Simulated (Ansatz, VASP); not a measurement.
## Au: VASP beside Ansatz

```xyz
1
Lattice="0.0000 2.0789 2.0789 2.0789 0.0000 2.0789 2.0789 2.0789 0.0000" Properties=species:S:1:pos:R:3 pbc="T T T"
Au    0.0000    0.0000    0.0000
```

Alike in both runs: functional PBE; k mesh 18 × 18 × 18; occupations gaussian, width 0.1 eV; no spin polarisation.

Ansatz relaxed the structure, and its values are those at the end. VASP's run is a single point on that final structure, the one shown.

```csv
,VASP,Ansatz
version,VASP 6.6.1,Ansatz 0.2.0
potentials or method,"VASP PAW PBE potentials, release 64 (Au)","scalar-relativistic, plane waves, PAW"
plane-wave cutoff (eV),520,420
valence electrons in the cell,11,19
```

|  | VASP | Ansatz | Ansatz less VASP |
| --- | --- | --- | --- |
| gap on the k mesh at the Fermi level (eV) | none | none | - |
| pressure (GPa) | -0.2 | 0.0 | +0.17 |

A gap of «none» marks a metal or a gap that the smearing closes. The two sets of potentials don't hold the same shells in valence.

The runs have no spin-orbit coupling, so splittings on Au are missing.
